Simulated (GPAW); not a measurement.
# Ge (Fd-3m) in GPAW: single point with BLYP

Aim: the single point of Ge with BLYP.

Program: GPAW 26.7.0. These are calculated values, not measurements. Logs are shortened: lines on timing, memory, paths and dates and some standing lists are left out, and cuts for length are marked. The log counts tension as positive stress, the text compression.

### Step 1. Starting point

Symmetry: Fd-3m, No. 227, cubic system. Conventional cell: a = 5.658 Å, b = 5.658 Å, c = 5.658 Å, α = 90.00°, β = 90.00°, γ = 90.00°. Ge (site symmetry -43m) is surrounded by 4 Ge at 2.45 Å.

### Step 2. Single point, BLYP

Contents of run.py:

```python
from ase import Atoms
from ase.dft.bandgap import bandgap
from ase.io import write
from ase.units import GPa
from gpaw import GPAW, PW, setup_paths

setup_paths.insert(0, '.')

atoms = Atoms(['Ge', 'Ge'],
              cell=[[0.0, 2.82891, 2.82891],
                    [2.82891, 0.0, 2.82891],
                    [2.82891, 2.82891, 0.0]],
              scaled_positions=[[0.75, 0.75, 0.75],
                                [0.5, 0.5, 0.5]],
              pbc=True)

calc = GPAW(mode=PW(400),
            xc='BLYP',
            kpts={'size': (7, 7, 7), 'gamma': True},
            occupations={'name': 'fermi-dirac', 'width': 0.05},
            nbands=11,
            convergence={'density': 1e-05, 'energy': 1e-05},
            eigensolver={'name': 'davidson', 'niter': 2},
            maxiter=80,
            txt='gpaw.txt')
atoms.calc = calc
energy = atoms.get_potential_energy()
forces = atoms.get_forces()
stress = atoms.get_stress()
calc.write('gs.gpw')
write('result.traj', atoms)
print(f'Energy: {energy:.6f} eV')
print('Forces (eV/A):')
print(forces.round(4))
print('Stress (GPa):', (stress / GPa).round(3))
print('Fermi level:', round(calc.get_fermi_level(), 4), 'eV')
print(f'Gap: {bandgap(calc)[0]:.4f} eV, direct: {bandgap(calc, direct=True)[0]:.4f} eV')
```

Potentials or basis: PAW data sets generated in the run's folder for this functional, pw.

Started as:

```sh
$ gpaw-setup -f BLYP Ge
$ OMP_NUM_THREADS=1 python run.py
```

gpaw.txt:

```text
__  _  _
 | _ |_)|_||  |
 |__||  | ||/\| - 26.7.0

Input parameters:
  mode=PW(ecut=400.0),
  convergence={'density': 1e-05, 'energy': 1e-05},
  eigensolver=Davidson(niter=2),
  kpts=MonkhorstPack(size=(7, 7, 7), gamma=True),
  maxiter=80,
  nbands=11,
  occupations=Occupations(name='fermi-dirac', width=0.05),
  xc=XC(name='BLYP')

Diagonalizing LCAO Hamiltonian
Converting LCAO to pw mode

           Ge

       Ge

Atoms  # Å, Bohr magnetons
|   | symbol |        x |        y |        z |    initial magnetic moments |
|---|--------|----------|----------|----------|-----------------------------|
| 0 |     Ge | 4.243365 | 4.243365 | 4.243365 | ( 0.0000,  0.0000,  0.0000) |
| 1 |     Ge | 2.828910 | 2.828910 | 2.828910 | ( 0.0000,  0.0000,  0.0000) |

Unit cell  # Å
| periodic |        x |        y |        z |  lengths |    angles |
|----------|----------|----------|----------|----------|-----------|
|      yes | 0.000000 | 2.828910 | 2.828910 | 4.000683 | 60.000000 |
|      yes | 2.828910 | 0.000000 | 2.828910 | 4.000683 | 60.000000 |
|      yes | 2.828910 | 2.828910 | 0.000000 | 4.000683 | 60.000000 |

Number of symmetries: 24
Symmetry operations  # r_c * U_cc + t_c -> r_c
|    | kind |            matrix            |
|----|------|------------------------------|
|  0 |  E   |  1, 0, 0,  0, 1, 0,  0, 0, 1 |
|  1 |  σ   |  1, 0, 0,  0, 0, 1,  0, 1, 0 |
|  2 |  σ   |  1, 0,-1,  0, 1,-1,  0, 0,-1 |
|  3 |  C3  |  1, 0,-1,  0, 0,-1,  0, 1,-1 |
|  4 |  C3  |  1,-1, 0,  0,-1, 1,  0,-1, 0 |
|  5 |  σ   |  1,-1, 0,  0,-1, 0,  0,-1, 1 |
|  6 |  σ   |  0, 1, 0,  1, 0, 0,  0, 0, 1 |
|  7 |  C3  |  0, 1, 0,  0, 0, 1,  1, 0, 0 |
|  8 |  C2  |  0, 1,-1,  1, 0,-1,  0, 0,-1 |
|  9 |  S4  |  0, 1,-1,  0, 0,-1,  1, 0,-1 |
| 10 |  C3  |  0, 0, 1,  1, 0, 0,  0, 1, 0 |
| 11 |  σ   |  0, 0, 1,  0, 1, 0,  1, 0, 0 |
| 12 |  S4  |  0, 0,-1,  1, 0,-1,  0, 1,-1 |
| 13 |  C3  |  0, 0,-1,  0, 1,-1,  1, 0,-1 |
| 14 |  S4  |  0,-1, 1,  1,-1, 0,  0,-1, 0 |
| 15 |  C2  |  0,-1, 1,  0,-1, 0,  1,-1, 0 |
| 16 |  C3  |  0,-1, 0,  1,-1, 0,  0,-1, 1 |
| 17 |  S4  |  0,-1, 0,  0,-1, 1,  1,-1, 0 |
| 18 |  S4  | -1, 1, 0, -1, 0, 1, -1, 0, 0 |
| 19 |  C3  | -1, 1, 0, -1, 0, 0, -1, 0, 1 |
| 20 |  C3  | -1, 0, 1, -1, 1, 0, -1, 0, 0 |
| 21 |  S4  | -1, 0, 1, -1, 0, 0, -1, 1, 0 |
| 22 |  σ   | -1, 0, 0, -1, 1, 0, -1, 0, 1 |
| 23 |  C2  | -1, 0, 0, -1, 0, 1, -1, 1, 0 |

BZ-sampling:
  Number of BZ points: 343
  Number of IBZ points: 20

  Monkhorst-Pack size: [7, 7, 7]
  Monkhorst-Pack shift: [0, 0, 0]

K-points  # in reciprocal-cell coordinates
|     |                                coordinates |     weight |
|-----|--------------------------------------------|------------|
|   0 | (  0.00000000,   0.00000000,   0.00000000) | 0.00291545 |
|   1 | (  0.14285714,   0.14285714,   0.00000000) | 0.01749271 |
|   2 | (  0.14285714,   0.14285714,   0.14285714) | 0.02332362 |
|   3 | (  0.28571429,   0.14285714,   0.14285714) | 0.03498542 |
|   4 | (  0.28571429,   0.28571429,   0.00000000) | 0.01749271 |
|   5 | (  0.28571429,   0.28571429,   0.14285714) | 0.06997085 |
|   6 | (  0.28571429,   0.28571429,   0.28571429) | 0.02332362 |
|   7 | (  0.42857143,  -0.28571429,  -0.28571429) | 0.03498542 |
|   8 | (  0.42857143,   0.28571429,  -0.42857143) | 0.13994169 |
|   9 | (  0.42857143,   0.28571429,  -0.28571429) | 0.06997085 |
| ... |                                            |            |
|  19 | (  0.42857143,   0.42857143,   0.42857143) | 0.02332362 |

Plane wave coefficients: 869
Cutoff: 400.0 eV

Spin-components: 1 (collinear spins)
Bands:           11
Projectors:      10
Spin-degeneracy: 2
Datatype:        complex128

Density:
  Valence electrons: 8.0
  Components: 1
  Grid points: [20 20 20]
  Charge: 0.0  # |e|

Potential:
  Grid points: [20 20 20]

species:
  Ge:
    name:    Germanium
    Z:       32.0
    valence: 4
    core:    28
    charge:  0.0  # [|e|]
    compensation charges:
      type: gauss
      rc: 0.32  # [Å]
      lmax: 2
    cutoffs:
      filter: 1.77  # [Å]
      core: 3.42  # [Å]
    projectors
    | kind |    occ | energy [eV] | rcut [Å] |
    |------|--------|-------------|----------|
    |   4s |  2.000 |     -11.662 |    1.005 |
    |   4p |  2.000 |      -3.790 |    1.005 |
    |    s |        |      15.550 |    1.005 |
    |    p |        |      23.421 |    1.005 |
    |    d |        |       0.000 |    1.005 |

    Using partial waves for Ge as LCAO basis

Reference energy: -114217.162707  # eV

eigensolver:
  Davidson
  Converge bands: occupied
  niter=2

density mixing:
  MSR1-Mixer
  Pratt-step length: 0.05
  Maximum mixing coefficient: 0.75
  Old densities: 10
  SVD Regularization: 0.005
  Good broyden scale: 1.0
  Trust region scale: 1.0
  Backstep threshold: 4.0
  History deletion threshold: 6.0
  Fourier metric: weight=20.0, sigma=0.015

occupation numbers:
  Fermi-Dirac:
    width: 0.0500  # eV

poisson solver:
  ecut: 3200.0  # eV

xc functional:
  name: BLYP with 2 nearest neighbor stencil

convergence criteria:
- Maximum integral of absolute [dens]ity change: 1e-05 electrons / valence electron
- Maximum [total energy] change in last 3 cyles: 1e-05 eV / valence electron
- Maximum integral of absolute [eigenst]ate change: 4e-08 eV^2 / valence electron
maximum number of iterations: 80

SCF iterations
|iter     | |      energy | eigst |  dens |
|---------|-|-------------|-------|-------|
|iter:   1| |   -7.558618 | -0.37 |       |
|iter:   2| |   -7.553383 | -2.50 | -0.89 |
|iter:   3| |   -7.497726 | -2.45 | -0.91 |
|iter:   4| |   -7.498883 | -3.57 | -1.54 |
|iter:   5| |   -7.498944 | -4.72 | -2.17 |
|iter:   6| |   -7.498947c| -5.95 | -3.31 |
|iter:   7| |   -7.498948c| -6.83 | -3.72 |
|iter:   8| |   -7.498948c| -7.76c| -5.06c|

Converged in 8 steps
Energy contributions relative to reference atoms: (reference = -114217.162707)

Energy contributions:
  Kinetic:          33.361089
  Coulomb:         -29.794882
  Zero:              0.013693
  External:          0.000000
  Xc:              -11.078411
  Entropy:          -0.000873
  Spinorbit:         0.000000
  ----------------------------
  Free energy:      -7.499384
  Extrapolated:     -7.498948

dipole moment: (3.642595, 3.642595, 3.642595)  # |e|*Ang

Fermi level: 6.420
Eigenvalues  # (at kpt = [0.000, 0.000, 0.000])
| band index |      eig [eV] | occ [0-2] |
|------------|---------------|-----------|
|          0 |        -6.380 |     2.000 |
|          1 |         6.251 |     1.935 |
|          2 |         6.395 |     1.243 |
|          3 |         6.395 |     1.243 |
|          4 |         6.395 |     1.243 |
|          5 |         8.986 |     0.000 |
|          6 |         8.986 |     0.000 |
|          7 |         8.986 |     0.000 |
|          8 |        13.129 |     0.000 |
|          9 |        15.952 |     0.000 |
|         10 |        17.216 |     0.000 |

No gap
No difference between direct/indirect transitions

Forces  # eV/Ang
|        x |       y |        z |
|----------|---------|----------|
| -0.00000 | 0.00000 | -0.00000 |  # Ge   0
|  0.00000 | 0.00000 |  0.00000 |  # Ge   1

Stress tensor  # eV/Ang^3
|         x |         y |         z |
|-----------|-----------|-----------|
| -0.047635 | -0.000000 |  0.000000 |
| -0.000000 | -0.047635 |  0.000000 |
|  0.000000 |  0.000000 | -0.047635 |

# Writing to gs.gpw (mode='')
```

Wall time 7.9 s (1 thread of Arm Neoverse N1, shared host); peak memory 0.12 GiB.

These settings aren't checked as converged: the numbers below hold their error.

Results:

```yaml
Free_energy: -7.4994 eV
Pressure: 7.6 GPa
Band_gap_on_the_k_mesh: none (metal or under the smearing width)
```

Caveat: the cutoff is short for stress and forces, so pressures can be off by a GPa or more; this crystal is a semiconductor, whose small gap the functional closes, so the metal is an error of the method.
